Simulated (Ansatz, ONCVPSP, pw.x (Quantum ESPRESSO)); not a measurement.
# hafnium: does the ONCV potential hold in the solid?

| Property | Result |
| --- | --- |
| Element | hafnium (Hf) |
| Generator | ONCVPSP 4.0.1.1 (patched build) |
| Type | optimised norm-conserving Vanderbilt (ONCV) |
| Functional | PBE |
| Relativity | scalar-relativistic |
| Frozen core | [Kr] 4d10 4f14 |
| Valence charge | 12 |
| Reference configuration | 5s2 5p6 5d2 6s2 |
| Partial waves | 5s+6s: rc 1.75 bohr, ncon 4, nbas 9, qcut 9.1 1/bohr, 3 projectors, debl 2.2 Ha; 5p: rc 2.15 bohr, ncon 5, nbas 9, qcut 8.3 1/bohr, 1 projector; 5d: rc 3.00 bohr, ncon 3, nbas 8, qcut 4.2 1/bohr, 2 projectors, debl 2.8 Ha |
| Local potential | polynomial inside 1.30 bohr (lpopt 5, dvloc0 2 Ha) |
| Core correction | polynomial model core, fcfact 0.65 |

Atomic tests: cutoffs needed: 24 Ha and 28 Ha (the cutoffs (Ha) at which the residual kinetic energy of the hardest occupied pseudo-wave falls to 1 and 0.1 mHa per electron); ghost test: no bound ghost flagged; GHOST(+) flagged for s at 368.9 eV; configuration tests: 1 of 4 tests not solved or not reliable.

Crystal test: bcc Hf in pw.x 7.5, no spin, 13³ k-points, Fermi–Dirac smearing 0.01 Ry, cutoffs 65/260 Ry. The reference is all-electron LAPW (Ansatz 0.2.0) with the same functional, mesh and smearing; V0 and B0 come from Birch–Murnaghan fits to the pressures at five volumes. Errors are pseudo minus all-electron; Δ is the rms difference of the E(V) curves that follow from these fits, minima aligned, over ±6 % about the mean V0. Mesh and smearing are coarse, so the numbers serve the comparison and aren't converged zero-temperature values; the lattice is a test structure that the element need not adopt.

All-electron: a0 = 3.553 Å (V0 = 22.42 Å³/atom), B0 = 98.4 GPa.

Question: How far does the potential miss the all-electron equation of state?

Answer: mean pressure error (GPa): -0.82; a0 (Å): 3.543; a0 error (%): -0.27; B0 error (%): -4.1; Δ (meV/atom): 4.0. Atomic configuration tests: 1 of 4 tests not solved or not reliable.

```json
{"V (Å³/atom)": "21.255", "P all-electron (GPa)": "5.72", "P pseudo (GPa)": "4.55"}
{"V (Å³/atom)": "21.815", "P all-electron (GPa)": "2.83", "P pseudo (GPa)": "1.86"}
{"V (Å³/atom)": "22.374", "P all-electron (GPa)": "0.21", "P pseudo (GPa)": "-0.57"}
{"V (Å³/atom)": "22.933", "P all-electron (GPa)": "-2.14", "P pseudo (GPa)": "-2.77"}
{"V (Å³/atom)": "23.493", "P all-electron (GPa)": "-4.26", "P pseudo (GPa)": "-4.79"}
```

Question: At the middle volume, how do free energy and pressure move when the wave cutoff is lowered (ecutrho kept at four times it)?

Answer:

```tsv
cutoff (Ry)	shift of F (meV/atom)	shift of P (GPa)
29	+2651.1	-56.30
39	+451.5	-16.32
52	+16.4	-1.47
```

The run at the middle volume (84 k-points, 6 iterations) took about 24 s on one core of a shared host (Neoverse-N1, 64 threads, 124 GiB, load 59).
